Q: This GaP crystal goes from strong squeezing to stretching without changing its structure. Does any volume fall out of line in energy or pressure?

Density functional calculations with Ansatz 0.2.0 for GaP (F-43m, 2-atom cell, fixed atoms): PBE, scalar-relativistic, PAW, plane-wave cutoff 420 eV, 8×8×8 k mesh, Gaussian smearing of 0.02 eV, no spin polarization. Energies are taken at zero smearing, relative to the elements' standard crystals in PBE; pressure is positive in compression.

| volume (Å³/atom) | shortest distance (Å) | energy over elements (eV/atom) | pressure (GPa) |
| --- | --- | --- | --- |
| 18.352 | 2.284 | -0.340 | 13.140 |
| 18.978 | 2.310 | -0.383 | 9.020 |
| 20.229 | 2.360 | -0.427 | 2.560 |
| 20.240 | 2.360 | -0.427 | 2.510 |
| 20.343 | 2.364 | -0.428 | 2.070 |
| 20.855 | 2.384 | -0.432 | 0.040 |
| 21.480 | 2.407 | -0.428 | -2.090 |
| 21.825 | 2.420 | -0.422 | -3.120 |
| 22.106 | 2.431 | -0.416 | -3.890 |
| 22.253 | 2.436 | -0.412 | -4.270 |
| 22.940 | 2.461 | -0.390 | -5.860 |
| 23.252 | 2.472 | -0.378 | -6.480 |

A: No row does. The energy over elements falls to a single minimum near 20.855 Å³/atom and rises again, while the pressure drops at every step of expansion. The curve is lopsided, because the crystal is stiffer when squeezed. Its bulk modulus, the pressure needed per fractional loss of volume, is about 123 GPa between the two smallest volumes and 46 GPa between the two largest. That decline is gradual, so it bends the curve without breaking it.

Q: Why does the stiffness change so much?

A: The equilibrium volume is a balance between bonding, which pulls the atoms together, and repulsion, which pushes them apart. Repulsion comes from electrons being crowded into less space and from filled shells overlapping, and it grows steeply as the atoms approach. On stretching, the repulsion fades quickly and the bonds themselves weaken, so each further bit of expansion adds less to the tension than the one before, even though the tension itself keeps growing. This is the standard picture of a bonded solid; the calculation gives only the sum of the two effects.

Q: Could a small jump still hide between two rows?

A: We can check by comparing the energy change with the work done by the pressure. For a small step in volume $V$, the energy $E$ changes by

$$\Delta E \approx -\bar P\,\Delta V,$$

where $\bar P$ is the average of the two end pressures. A sudden jump in energy would appear as a change that this work doesn't account for.

Take the step from 20.343 to 20.855 Å³/atom. The average pressure is $(2.07+0.04)/2 = 1.055$ GPa and the volume grows by 0.512 Å³/atom. Since 1 eV/Å³ is 160.2 GPa,

$$\Delta E \approx -\frac{1.055\times 0.512}{160.2}\ \text{eV} = -3.4\ \text{meV per atom}.$$

The unrounded energies give −3.3 meV. The estimate has no adjustable constant, so neither row was used to tune it.

It does worst on the widest step, from 18.978 to 20.229 Å³/atom, where it misses by 1.4 meV in a change of 44 meV, or 3%. The pressure curve sags below the straight line between its end points, so averaging the ends overstates the work. The miss therefore comes from the coarse step, not from the crystal. The output below lists every step.

Q: Why did you pick the step from 20.343 to 20.855?

A: Because something does break there, though the table's columns don't reveal it. The same calculations give the band gap, the energy between the highest filled and the lowest empty electron state. Up to 20.343 Å³/atom the gap widens on expansion, reaching 1.65 eV; by 20.855 it has turned round, and at the largest volume it is down to 0.72 eV.

Q: What makes it turn?

A: The lowest empty state is not the same one in every row. In the two smallest cells its wavevector lies at the point called X, and in the next three at the mesh point three-quarters of the way out to X; from 20.855 Å³/atom on it is zero, the point called Γ. In between, a third state has a short turn, at the point called L. At 20.855 it lies only 1 meV above Γ, and interpolating between that row and the one at 20.343 makes it the lowest for part of the step. So L is the first to undercut the state near X and turn the gap, and Γ then takes over and drives the long fall. The Γ state is in the standard picture an antibonding combination of s orbitals on Ga and P. Stretching the crystal reduces the overlap of these orbitals, so the state comes down quickly towards the filled ones. Over the step where the gap turns, the L state starts below Γ but comes down more slowly, so its lead is brief. The states around X have a different orbital mixture in that picture, and while they are lowest they drift slowly upwards relative to the filled states. Each level follows a smooth curve, but the gap always goes to the lowest empty state, and so it has a kink where one curve crosses below another.

The volumes of these crossings should not be carried over to real GaP. PBE gives gaps that are too small and an equilibrium volume that is too large, and at that volume its lowest empty state on this k mesh is the one at Γ, barely below L. In the real crystal the lowest is near X.

Q: And the energy doesn't notice these crossings?

A: It has no reason to. The total energy depends on the electrons that are present, and all the competing states are empty. Even the smallest gap is some 36 times the smearing width, so the same bands stay filled throughout. The atoms can't rearrange suddenly either: each sits at the centre of a tetrahedron of neighbours, and even scaling keeps it there. With the same filled bands and the same arrangement, the energy has nothing to jump to.

Q: Then where would you look for a real break?

A: Wherever one of those two conditions fails. If heavy doping put electrons into the lowest empty states, they would move from the region around X to L and then towards Γ as the crystal expanded. These states respond differently to volume, so the pressure would shift during the transfer, by an amount that grows with the number of added electrons. The states at Γ are few and fill quickly, which would leave some electrons at L for a while, so the transfer is expected to spread over a range of volumes and to show as a slight bend rather than a jump. Further stretching is a second place: at the largest volume the gap is still falling by about 0.33 eV per Å³/atom, so in PBE it would close roughly 2 Å³/atom beyond the table if that slope held, and the filling would then change. The last place is strong compression, where such semiconductors give up fourfold bonding for denser packing. These runs test none of these expectations, and the last would escape a series like this one, because its atoms are held in the fourfold arrangement. For a similar crystal, ask first whether the filled bands or the arrangement can change; if neither can, expect a smooth curve.

Numerical output:

```
Steps from the row above:
     row  stiffness_GPa  energy_change_meV_per_atom  work_estimate_meV_per_atom  estimate_less_computed_meV
  18.978          122.8                      -43.04                      -43.29                     -0.2516
  20.229          101.2                      -43.82                      -45.21                      -1.389
   20.24          91.98                       -0.18                      -0.174                    0.005956
  20.343          86.68                       -1.45                      -1.472                    -0.02218
  20.855          81.67                       -3.29                      -3.371                    -0.08141
   21.48          72.14                        4.11                       3.998                     -0.1115
  21.825          64.64                        5.62                       5.609                     -0.0106
  22.106          60.19                        6.14                       6.147                    0.007293
  22.253          57.33                        3.75                       3.743                   -0.006593
   22.94           52.3                       21.81                       21.72                     -0.0917
  23.252           45.9                       12.02                       12.02                   -0.004845
Gaps on the mesh:
     row  smallest_gap_eV  direct_gap_eV  direct_less_smallest_meV  gap_slope_meV_per_A3
  18.352             1.43          2.654                      1224                   n/a
  18.978            1.511          2.368                       857                 129.4
  20.229            1.641          1.833                     191.8                   104
   20.24            1.642          1.828                     186.2                 81.73
  20.343             1.65          1.787                     136.5                 78.32
  20.855            1.583          1.583                         0                -131.8
   21.48            1.344          1.344                         0                -382.4
  21.825            1.216          1.216                         0                  -369
  22.106            1.115          1.115                         0                -359.4
  22.253            1.063          1.063                         0                -354.5
   22.94           0.8271         0.8271                         0                -343.8
  23.252           0.7238         0.7238                         0                -331.1
Steps in which pressure fails to fall on expansion (count): 0
Steps in which stiffness rises on expansion (count): 0
Stiffness of first step over that of last step (ratio): 2.677
Energy above the lowest row at 18.978 (eV/atom): 0.049
Energy above the lowest row at 22.940 (eV/atom): 0.042
Volume distance of 18.978 from 20.855 (A3/atom): 1.877
Volume distance of 22.940 from 20.855 (A3/atom): 2.085
Largest miss of the work estimate (meV/atom): 1.389
Gap change from 18.352 to 20.343 (eV): 0.2201
Gap change from 20.343 to 23.252 (eV): -0.9264
Smallest gap of the series over the smearing width (ratio): 36.19
```
